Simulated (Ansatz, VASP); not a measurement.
# Cross-check of InB2 between VASP and Ansatz, part 3 of 3

Aim: how closely do two programs agree when they are given the same cell, functional and k mesh? The cell is generated by rule, not measured, and may not be a known phase. The cell is taken from a series of runs on this material, whose earlier steps may have relaxed, scaled, displaced or heated it; both programs get it as it stands.

VASP 6.6.1 and Ansatz 0.2.0.

So far: Set-up; Ansatz: zone-centre phonons, PBEsol; VASP: zone-centre phonons, PBEsol.

### Step 3. VASP: zone-centre phonons, PBEsol (continued)

Level of this step: PBEsol; plane waves and PAW (In_d, B); invented cell (VASP).

Numbers of over 12 decimals in the logs are rounded to 6 here.

Parts of OUTCAR (step 3):

```text
ion  position               nearest neighbor table
   1  0.250  0.250  0.250-   3 2.90   5 2.90   6 2.90   4 2.90   4 2.90   4 2.90   3 2.90   6 2.90
                             6 2.90   3 2.90   5 2.90   5 2.90   2 2.94   2 2.94   2 2.94   2 2.94
   2  0.500  0.500  0.500-   3 2.77   6 2.77   3 2.77   5 2.77   5 2.77   6 2.77   4 2.77   4 2.77
                             4 2.77   3 2.77   5 2.77   6 2.77   1 2.94   1 2.94   1 2.94   1 2.94
   3  0.471  0.843  0.843-   4 1.78   5 1.78   6 1.78   2 2.77   2 2.77   2 2.77   1 2.90   1 2.90
                             1 2.90
   4  0.843  0.843  0.843-   3 1.78   5 1.78   6 1.78   2 2.77   2 2.77   2 2.77   1 2.90   1 2.90
                             1 2.90
   5  0.843  0.843  0.471-   3 1.78   4 1.78   6 1.78   2 2.77   2 2.77   2 2.77   1 2.90   1 2.90
                             1 2.90
   6  0.843  0.471  0.843-   3 1.78   4 1.78   5 1.78   2 2.77   2 2.77   2 2.77   1 2.90   1 2.90
                             1 2.90

  LATTYP: Found a face centered cubic cell.
 ALAT       =     6.7847973950

 Subroutine GETGRP returns: Found 24 space group operations
 (whereof 24 operations were pure point group operations)

The static configuration has the point symmetry T_d .

 Found     47 irreducible k-points:

   k-points           NKPTS =     47   k-points in BZ     NKDIM =     47   number of bands    NBANDS=     25

   dimension x,y,z NGX =    36 NGY =   36 NGZ =   36
   dimension x,y,z NGXF=    72 NGYF=   72 NGZF=   72

   ENCUT  =  500.0 eV  36.75 Ry    6.06 a.u.   8.75  8.75  8.75*2*pi/ulx,y,z

   NELECT =      38.0000    total number of electrons

 k-points in reciprocal lattice and weights: Automatic mesh
   0.00000000  0.00000000  0.00000000       0.001
   0.10000000  0.00000000  0.00000000       0.008
   0.20000000  0.00000000  0.00000000       0.008
   0.30000000  0.00000000  0.00000000       0.008
   0.40000000  0.00000000  0.00000000       0.008
   0.50000000  0.00000000  0.00000000       0.004
   0.10000000  0.10000000  0.00000000       0.006
   0.20000000  0.10000000  0.00000000       0.024
   0.30000000  0.10000000  0.00000000       0.024
[...]
-0.30000000  0.40000000  0.20000000       0.024
  -0.30000000  0.50000000  0.20000000       0.012

 average (electrostatic) potential at core
       1 -93.6185       2 -93.6043       3 -25.9538       4 -25.9538       5 -25.9538
       6 -25.9538

 Eigenvectors and eigenvalues of the dynamical matrix
 ----------------------------------------------------

   1 f  =   23.744894 THz   149.193567 2PiTHz  792.044397 cm-1    98.200945 meV
             X         Y         Z           dx          dy          dz
      1.696199  1.696199  1.696199     0.000000   -0.000000    0.000000
      3.392399  3.392399  3.392399     0.000000   -0.000000   -0.000000
      5.718743  4.458453  4.458453     0.288675   -0.288675   -0.288675
      5.718743  5.718743  5.718743     0.288675    0.288675    0.288675
      4.458453  4.458453  5.718743    -0.288675   -0.288675    0.288675
      4.458453  5.718743  4.458453    -0.288675    0.288675   -0.288675

   2 f  =   12.256561 THz    77.010244 2PiTHz  408.834867 cm-1    50.689040 meV
             X         Y         Z           dx          dy          dz
      1.696199  1.696199  1.696199    -0.029073   -0.015045   -0.033351
      3.392399  3.392399  3.392399    -0.074453   -0.038529   -0.085409
      5.718743  4.458453  4.458453     0.433750    0.012883    0.198207
      5.718743  5.718743  5.718743    -0.264659   -0.406674   -0.221350
      4.458453  4.458453  5.718743     0.216634    0.074619    0.415322
      4.458453  5.718743  4.458453    -0.047543    0.494176   -0.004235

   3 f  =   12.256561 THz    77.010244 2PiTHz  408.834867 cm-1    50.689040 meV
             X         Y         Z           dx          dy          dz
      1.696199  1.696199  1.696199    -0.033742    0.027495    0.017010
      3.392399  3.392399  3.392399    -0.086410    0.070413    0.043562
      5.718743  4.458453  4.458453    -0.223012    0.286250    0.392396
      5.718743  5.718743  5.718743     0.419259   -0.200686   -0.094540
      4.458453  4.458453  5.718743     0.173778   -0.446166   -0.004394
      4.458453  5.718743  4.458453     0.022468    0.040770   -0.491330

   4 f  =   12.256561 THz    77.010244 2PiTHz  408.834867 cm-1    50.689040 meV
             X         Y         Z           dx          dy          dz
      1.696199  1.696199  1.696199    -0.014146   -0.034663    0.027968
      3.392399  3.392399  3.392399    -0.036227   -0.088769    0.071625
      5.718743  4.458453  4.458453     0.089443    0.404683   -0.229374
      5.718743  5.718743  5.718743    -0.007168    0.200537   -0.433520
      4.458453  4.458453  5.718743    -0.410785   -0.203080    0.270854
      4.458453  5.718743  4.458453     0.493060    0.001066    0.066708

   5 f  =    7.071730 THz    44.432991 2PiTHz  235.887527 cm-1    29.246313 meV
             X         Y         Z           dx          dy          dz
      1.696199  1.696199  1.696199     0.000000    0.000000   -0.000000
      3.392399  3.392399  3.392399     0.000000    0.000000    0.000000
      5.718743  4.458453  4.458453     0.353553    0.353553   -0.000000
      5.718743  5.718743  5.718743     0.353553   -0.353553    0.000000
      4.458453  4.458453  5.718743    -0.353553    0.353553    0.000000
      4.458453  5.718743  4.458453    -0.353553   -0.353553   -0.000000

   6 f  =    7.071730 THz    44.432991 2PiTHz  235.887527 cm-1    29.246313 meV
             X         Y         Z           dx          dy          dz
      1.696199  1.696199  1.696199    -0.000000   -0.000000   -0.000000
      3.392399  3.392399  3.392399    -0.000000   -0.000000    0.000000
      5.718743  4.458453  4.458453     0.204124   -0.204124    0.408248
      5.718743  5.718743  5.718743     0.204124    0.204124   -0.408248
      4.458453  4.458453  5.718743    -0.204124   -0.204124   -0.408248
      4.458453  5.718743  4.458453    -0.204124    0.204124    0.408248

   7 f  =    3.731100 THz    23.443190 2PiTHz  124.456083 cm-1    15.430581 meV
             X         Y         Z           dx          dy          dz
      1.696199  1.696199  1.696199     0.455782   -0.199768   -0.459817
      3.392399  3.392399  3.392399    -0.488614    0.214158    0.492940
      5.718743  4.458453  4.458453     0.055550   -0.050927   -0.055623
      5.718743  5.718743  5.718743    -0.000415   -0.012254   -0.016950
      4.458453  4.458453  5.718743     0.038600    0.026761   -0.038673
      4.458453  5.718743  4.458453     0.016535   -0.011912   -0.000000

   8 f  =    3.731100 THz    23.443190 2PiTHz  124.456083 cm-1    15.430581 meV
             X         Y         Z           dx          dy          dz
      1.696199  1.696199  1.696199     0.192266    0.643572   -0.089022
      3.392399  3.392399  3.392399    -0.206115   -0.689932    0.095435
      5.718743  4.458453  4.458453    -0.011898    0.026992    0.013762
      5.718743  5.718743  5.718743     0.035155    0.043306    0.030076
      4.458453  4.458453  5.718743     0.042709    0.050859   -0.040844
      4.458453  5.718743  4.458453    -0.019451    0.034546   -0.024531

   9 f  =    3.731100 THz    23.443190 2PiTHz  124.456083 cm-1    15.430581 meV
             X         Y         Z           dx          dy          dz
      1.696199  1.696199  1.696199     0.463004   -0.070596    0.489611
      3.392399  3.392399  3.392399    -0.496356    0.075681   -0.524880
      5.718743  4.458453  4.458453     0.010228   -0.003141    0.006976
      5.718743  5.718743  5.718743     0.045781    0.036144    0.046261
      4.458453  4.458453  5.718743     0.004238   -0.005399    0.012966
      4.458453  5.718743  4.458453     0.051771   -0.044684    0.052251

  10 f  =    0.040700 THz     0.255726 2PiTHz    1.357609 cm-1     0.168322 meV
             X         Y         Z           dx          dy          dz
      1.696199  1.696199  1.696199    -0.279981   -0.570211    0.101644
      3.392399  3.392399  3.392399    -0.281482   -0.573269    0.102189
      5.718743  4.458453  4.458453    -0.088096   -0.180694    0.031714
      5.718743  5.718743  5.718743    -0.090187   -0.181944    0.030464
      4.458453  4.458453  5.718743    -0.090641   -0.182398    0.034260
      4.458453  5.718743  4.458453    -0.087642   -0.181148    0.033010

  11 f  =    0.040700 THz     0.255726 2PiTHz    1.357609 cm-1     0.168322 meV
             X         Y         Z           dx          dy          dz
      1.696199  1.696199  1.696199     0.311761   -0.053217    0.560209
      3.392399  3.392399  3.392399     0.313433   -0.053503    0.563214
      5.718743  4.458453  4.458453     0.098128   -0.016389    0.177547
      5.718743  5.718743  5.718743     0.100392   -0.014997    0.178939
      4.458453  4.458453  5.718743     0.097890   -0.017498    0.177785
      4.458453  5.718743  4.458453     0.100629   -0.018890    0.179177

  12 f  =    0.040700 THz     0.255726 2PiTHz    1.357609 cm-1     0.168322 meV
             X         Y         Z           dx          dy          dz
      1.696199  1.696199  1.696199    -0.488136    0.293067    0.299492
      3.392399  3.392399  3.392399    -0.490755    0.294640    0.301098
      5.718743  4.458453  4.458453    -0.156738    0.095066    0.097097
      5.718743  5.718743  5.718743    -0.154092    0.092887    0.094918
      4.458453  4.458453  5.718743    -0.155429    0.091550    0.095789
      4.458453  5.718743  4.458453    -0.155401    0.093729    0.093610

  13 f/i=    3.042881 THz    19.118988 2PiTHz  101.499599 cm-1    12.584341 meV
             X         Y         Z           dx          dy          dz
      1.696199  1.696199  1.696199     0.105931   -0.068084    0.330187
      3.392399  3.392399  3.392399     0.059778   -0.038421    0.186329
      5.718743  4.458453  4.458453    -0.054049    0.018584   -0.354635
      5.718743  5.718743  5.718743    -0.205828   -0.042759   -0.415978
      4.458453  4.458453  5.718743    -0.014623    0.148446   -0.394062
      4.458453  5.718743  4.458453    -0.245254    0.209789   -0.455404
    [... 43 further lines ...]
      4.458453  4.458453  5.718743     0.254590   -0.255850   -0.001261
      4.458453  5.718743  4.458453    -0.254590    0.245354    0.499943

 ELASTIC MODULI CONTR FROM IONIC RELAXATION (kBar)
 Direction    XX          YY          ZZ          XY          YZ          ZX
 --------------------------------------------------------------------------------
 XX        -314.2347   -278.9832   -278.9832      0.0000     -0.0000     -0.0000
 YY        -278.9832   -314.2347   -278.9832      0.0000      0.0000     -0.0000
 ZZ        -278.9832   -278.9832   -314.2347      0.0000      0.0000     -0.0000
 XY           0.0000      0.0000      0.0000   -223.1577      0.0000      0.0000
 YZ          -0.0000      0.0000      0.0000      0.0000   -223.1577      0.0000
 ZX          -0.0000     -0.0000     -0.0000      0.0000      0.0000   -223.1577
 --------------------------------------------------------------------------------
```

### Step 4. Differences

Known differences besides the potentials themselves: the cutoff is 1034.03 eV in Ansatz and 500 eV in VASP. Total energies have different zeros and are not compared.

Both answers:

```
                                                   quantity  Ansatz    VASP  difference
optical mode 1 to 3 (imaginary, printed as negative) (cm⁻¹)  -292.2  -291.9        -0.4
optical mode 4 to 6 (imaginary, printed as negative) (cm⁻¹)  -100.3  -101.5        +1.1
                                 optical mode 7 to 9 (cm⁻¹)   125.5   124.5     +0.83 %
                               optical mode 10 to 11 (cm⁻¹)   237.3   235.9     +0.60 %
                               optical mode 12 to 14 (cm⁻¹)   410.7   408.8     +0.46 %
                                     optical mode 15 (cm⁻¹)   793.4   792.0     +0.18 %
```

Modes are paired by rising frequency, not by their patterns, so a pair may set unlike modes beside each other; they are those without the splitting of longitudinal modes.

### Step 5. Summary of results

| Quantity | Value |
| --- | --- |
| r.m.s. difference of the optical zone-centre modes, each program's sorted by frequency (zone-centre phonons, PBEsol) | 1.3 cm⁻¹ |
| difference in optical mode 7 to 9 (zone-centre phonons, PBEsol) | +0.8 % |

The r.m.s. difference of the optical zone-centre modes, each program's sorted by frequency is 1.3 cm⁻¹ (zone-centre phonons, PBEsol). Among the rows given in per cent, the largest difference of the zone-centre phonons, PBEsol pair is in optical mode 7 to 9, +0.8 %. How closely two codes agree says nothing of how well the functional describes the real material.

[Lines on the potential files, build, host, timing and source positions are cut from VASP's logs without a mark.]

[Logs are printed without paths, hosts, clocks, repeated set-up lines and the standing remarks that a program may print on its own settings, such as how far it seeks lower states.]

[Hosts, paths, dates, database ids (printed as entryN), source tags and the programs' standing remarks are cut or masked in the printed files.]
